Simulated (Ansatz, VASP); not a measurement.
**Sb: VASP beside Ansatz**

Contents of INCAR:

```
SYSTEM = Sb
  PREC = Accurate
  ENCUT = 520
  EDIFF = 1E-8
  ISMEAR = -1
  SIGMA = 0.05
  LREAL = .False.
  LASPH = .True.
  NELM = 60
  ALGO = Normal
  ISIF = 2
  LWAVE = .False.
  LCHARG = .False.
  GGA = PS
  LEFG = .True.
  NBANDS = 8
```

Contents of KPOINTS:

```
Automatic mesh
0
Gamma
  13 13 13
  0 0 0
```

The input POSCAR:

```
Sb
1.0
    3.2015837161      0.0000000000      0.0000000000
    0.0000000000      3.2015837161      0.0000000000
    0.0000000000      0.0000000000      3.2015837161
Sb
1
Direct
    0.0000000000      0.0000000000      0.0000000000
```

Input for Ansatz:

```yaml
crystal:
  lattice:
    - [3.2015837161, 0.0, 0.0]
    - [0.0, 3.2015837161, 0.0]
    - [0.0, 0.0, 3.2015837161]
  atoms:
    - { symbol: Sb, position: [0.0, 0.0, 0.0] }
kpoints:
  mp_grid: { grid: [13, 13, 13] }
scf:
  occupations: { method: fermi_dirac, width: 0.05 }
hamiltonian:
  xc: pbesol
  pseudopotentials: { kind: paw }
output:
  forces: true
  stress: true
  eigenvalues: true
  efg: { contact_densities: true }
  write_density: true
  write_potential: true
  elf: true
  volumetric_format: npy
```

Change from the starting cell: volume scaled by 1.04, PAW files.

Alike in both runs: task electric field gradients; functional PBEsol; k mesh 13 × 13 × 13; occupations fermi-dirac, width 0.05 eV; no spin polarisation.

|  | VASP | Ansatz |
| --- | --- | --- |
| version | VASP 6.6.1 | Ansatz 0.2.0 |
| potentials or method | VASP PAW PBE potentials, release 64 (Sb) | PAW with Ansatz's default frozen-core files, scalar-relativistic |
| plane-wave cutoff (eV) | 520 | 420 |
| valence electrons in the cell | 5 | 15 |

```tsv
	VASP	Ansatz	Ansatz less VASP
pressure (GPa)	-6.3	-6.3	-0.02
Vzz of the field gradient on the site that differs most (V/Å²)	0.0	0.0	0.00
```

The two sets of potentials don't hold the same shells in valence. Ansatz warned: «gradients_without_spin_orbit».

Caveats: the PAW data sets were made with another functional, which shifts forces and pressure a little (VASP). The runs have no spin-orbit coupling, so splittings on Sb are missing.
